A crystal of indium phosphide is held at one fixed cell, and its pressure is computed with several density functionals. The atoms, their potentials and the main settings stay the same, so the differences in pressure come from changing the functional. A positive pressure means that the functional would lower its energy by letting the crystal expand.

VASP 6.6.1 plane-wave DFT for InP in a fixed two-atom cell (F-43m, cubic edge 5.861 Å), without spin polarisation, spin–orbit coupling or dispersion correction. All rows use the recommended PBE PAW potentials (In_d, P), a 520 eV cutoff, an 8×8×8 k mesh, Fermi-Dirac smearing of 0.05 eV, PREC = Accurate and LASPH = True. Pressure is positive in compression.

```csv
functional,pressure (GPa)
PBE,3.280
RPBE,5.080
r2SCAN,1.590
MS2,1.550
TPSS,2.960
rSCAN,1.390
revTPSS,?
```

**(a) What does a pressure of a few gigapascals mean for the lattice constant, and does it matter in practice?**

*Solution.* The bulk modulus $B$ says how much pressure a small relative change of volume costs. To release a pressure $P$, the volume must therefore grow by about $P/B$. The volume goes as the cube of the lattice constant $a$, so the lattice constant grows by a third of that:

$$\frac{\Delta a}{a}\approx\frac{P}{3B}.$$

With a rough bulk modulus of 70 GPa for InP, PBE gives $3.28/(3\times70)$, or about 1.6 %. RPBE wants about 2.4 % and r2SCAN about 0.8 %. These are first-order estimates, least safe for RPBE, whose step is the longest.

InP is a substrate for lasers and fast transistors, where thin layers are strained on purpose, often by about one per cent. A model that fixes the substrate at this cell carries a stress that corresponds to a strain of similar size, before any layer is added. That stress comes from the mismatch between the functional and the chosen cell, and it could be mistaken for the effect of misfit strain.

**(b) Why do the functionals disagree, and where should revTPSS fall?**

*Solution.* Pressure is minus the slope of the energy against volume. A functional gives a high pressure if its energy drops quickly as the crystal expands. The question is which part of a functional rewards expansion.

The reduced density gradient $s$ measures how fast the electron density changes compared with the density itself. When a crystal expands, the atoms do not swell with it. The density between them thins out and comes to resemble the outer tails of free atoms, where $s$ is large. These functionals strengthen exchange by an enhancement factor, which in PBE and RPBE grows with $s$. Exchange lowers the energy, so the faster this factor grows, the more the crystal gains by expanding.

PBE and RPBE put this argument to the test. They share the same correlation, the same behaviour at small $s$ and the same upper bound on the enhancement; only the curve in between differs. At $s=1$ the RPBE factor is larger by just 0.02, but at $s=2$ by 0.11. This steeper rise goes with a pressure higher by 1.8 GPa, and since the two functionals differ in nothing else, the exchange curve must be the source.

TPSS, r2SCAN, MS2 and rSCAN also use the kinetic-energy density of the electrons. That ingredient alone does not bring the pressure down far, for TPSS lies only about 0.3 GPa below PBE. The other three form a low group with a mean of 1.51 GPa. What seems to count is how the ingredient is used.

In the low group it serves to tell covalent bonds from metallic regions and from weakly overlapping shells. Exchange can then be strengthened in the bond itself, which expansion would weaken, and needs to lean less on steep gradients. This is a plausible reason for the low pressures, but the table does not isolate it. All rows also use atomic potentials made for PBE, which may shift the other functionals by an unknown amount.

revTPSS is a revision of TPSS with two changes that matter here. Its exchange grows less at large gradients, which should lower the pressure. Its gradient term in correlation is also smaller. That term works against expansion, so weakening it gives back part of the reduction. If the change in exchange is the stronger of the two, as expected here, the pressure falls below that of TPSS. But revTPSS keeps the TPSS form, so it is not expected to fall as far as the low group.

The simplest forecast between these two limits is their midpoint, with half their separation as the error bar:

$$P\approx\frac{2.96+1.51}{2}\approx2.2\ \text{GPa},\qquad \Delta P\approx\frac{2.96-1.51}{2}\approx0.7\ \text{GPa}.$$

The forecast for revTPSS is thus 2.2 ± 0.7 GPa, below TPSS and above the low group. The direction rests on exchange being the stronger of the two changes, and the lower limit on the TPSS form being kept. Placing the value halfway is a judgement, because the argument does not say how strongly the two changes offset each other.

**(c) Compare the forecast with the computed value. What was right, and what was not?**

The withheld rows as computed:

```csv
functional,pressure (GPa)
revTPSS,1.960
```

*Solution.* The computed pressure is 1.96 GPa. The forecast is too high by about 0.3 GPa, well inside its error bar, and the predicted order holds. The error bar spans the whole interval between the two limits, however, so this result supports the direction of the shift much more than the choice of the midpoint.

The two limits can also be read as forecasts of their own. Assuming that revTPSS behaves just like TPSS would have overshot by 1.0 GPa. Assuming that it belongs to the low group would have fallen short by 0.45 GPa. The revision carries the pressure about 69 % of the way from TPSS to the low group, so it lies past the midpoint.

One possible reason is that the change in correlation offsets only a small part of what the weaker exchange enhancement does. This remains a guess, because revTPSS alters both parts at once. A calculation with the revised exchange and the original TPSS correlation would separate them. The printed output below gives the forecast, its miss and the estimated expansions.

By the formula of part (a), revTPSS wants a lattice constant about 0.9 % larger than the fixed one, against 1.4 % for TPSS. A change within one family of functionals thus moves the lattice constant by about half a per cent, which is a good part of a typical design strain. The seven functionals together ask for expansions from about 0.7 to 2.4 %.

For a strained layer on InP, the practical rule is to relax the bulk substrate first with the same functional and settings as the layer. The layer takes its in-plane spacing from that relaxed cell, but its strain is measured from the relaxed bulk cell of the layer material itself. The functional's own pressure is then not counted as stress in the device.

Output of the analysis:

```
RPBE less PBE pressure in GPa: 1.8
PBE less TPSS pressure in GPa: 0.32
mean pressure of r2SCAN and MS2 and rSCAN in GPa: 1.51
spread within that low group in GPa: 0.2
TPSS less mean of low group in GPa: 1.45
PBE exchange enhancement at reduced gradient 1: 1.172
RPBE exchange enhancement at reduced gradient 1: 1.192
PBE exchange enhancement at reduced gradient 2: 1.42
RPBE exchange enhancement at reduced gradient 2: 1.534
RPBE less TPSS band gap in eV: 0.0092
RPBE less TPSS pressure in GPa: 2.12
forecast for revTPSS in GPa: 2.235
error bar of the forecast in GPa: 0.725
computed revTPSS pressure in GPa: 1.96
miss as forecast less computed in GPa: 0.275
miss of the rival no change from TPSS in GPa: 1
miss of the rival mean of low group in GPa: -0.45
share of the way from TPSS to the low group in percent: 68.97
estimated linear expansion wanted by each functional:
      row  pressure in GPa  expansion in percent
      PBE             3.28                 1.562
     RPBE             5.08                 2.419
   r2SCAN             1.59                0.7571
      MS2             1.55                0.7381
     TPSS             2.96                  1.41
    rSCAN             1.39                0.6619
  revTPSS             1.96                0.9333
```
